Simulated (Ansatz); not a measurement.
# Energy against total moment in NbN

We look at NbN: a measured crystal structure (space group Fm-3m), with 2 atoms per cell. Source: COD entry 1538667, which need not be the ambient phase.

```
Nb N
1.0
     0.00000    2.19450    2.19450
     2.19450    0.00000    2.19450
     2.19450    2.19450    0.00000
Nb N
1 1
Direct
  0.50000 0.50000 0.50000
  0.00000 0.00000 0.00000
```

Site labels below count the atoms in this order, from 1.

Level of theory: Ansatz, DFT, PBE, PAW, plane waves, scalar-relativistic.

```json
{
 "Plane-wave cutoff": "420 eV",
 "k-point mesh": "9×9×9 (Γ-centred)",
 "Occupations": "Fermi–Dirac smearing, 0.05 eV",
 "Valence electrons": "18"
}
```

Site moments are integrals over atomic spheres and don't add up to the total.

For a metal this mesh leaves errors of several meV/atom.

The total moment of the cell is held fixed (separate Fermi levels for the two spins), shared at the start among the Nb atoms with one sign; no search for lower states follows. F is the free energy per cell, and F(lowest) that of the lowest run, the runs with a free moment included. A row is the solution that its start led to, not a proven minimum at that M. The run at M = 0 starts without moments and gives the spin-unpolarised solution. The cell holds one magnetic atom, so only parallel order fits; orders in a larger cell may lie lower.

The run at M = 0.50 μB took 1.8 s on 2 threads of AMD EPYC (Zen 3) (shared host), peak memory 0.3 GiB.

```json
{"fixed M (μB/cell)": "0.00", "F − F(lowest) (meV/cell)": "0", "moments of Nb1 (μB)": "0.00"}
{"fixed M (μB/cell)": "0.13", "F − F(lowest) (meV/cell)": "4", "moments of Nb1 (μB)": "0.06"}
{"fixed M (μB/cell)": "0.25", "F − F(lowest) (meV/cell)": "?", "moments of Nb1 (μB)": "?"}
{"fixed M (μB/cell)": "0.38", "F − F(lowest) (meV/cell)": "60", "moments of Nb1 (μB)": "0.18"}
{"fixed M (μB/cell)": "0.50", "F − F(lowest) (meV/cell)": "102", "moments of Nb1 (μB)": "0.24"}
{"fixed M (μB/cell)": "0.63", "F − F(lowest) (meV/cell)": "157", "moments of Nb1 (μB)": "0.29"}
{"fixed M (μB/cell)": "0.75", "F − F(lowest) (meV/cell)": "?", "moments of Nb1 (μB)": "?"}
{"fixed M (μB/cell)": "0.88", "F − F(lowest) (meV/cell)": "292", "moments of Nb1 (μB)": "0.42"}
{"fixed M (μB/cell)": "1.00", "F − F(lowest) (meV/cell)": "386", "moments of Nb1 (μB)": "0.48"}
```

Q: Fill in the row for M = 0.25 μB.

A: 25 meV; moments Nb1 0.12 μB.

Q: Fill in the row for M = 0.75 μB.

A: 216 meV; moments Nb1 0.35 μB.

With the constraint released: “usual moment, free total moment [Nb1 1.00 μB]” ends at 0.00 μB, 0 meV; “usual moment scaled by 0.1, free total moment [Nb1 0.10 μB]” ends at 0.00 μB, 0 meV.
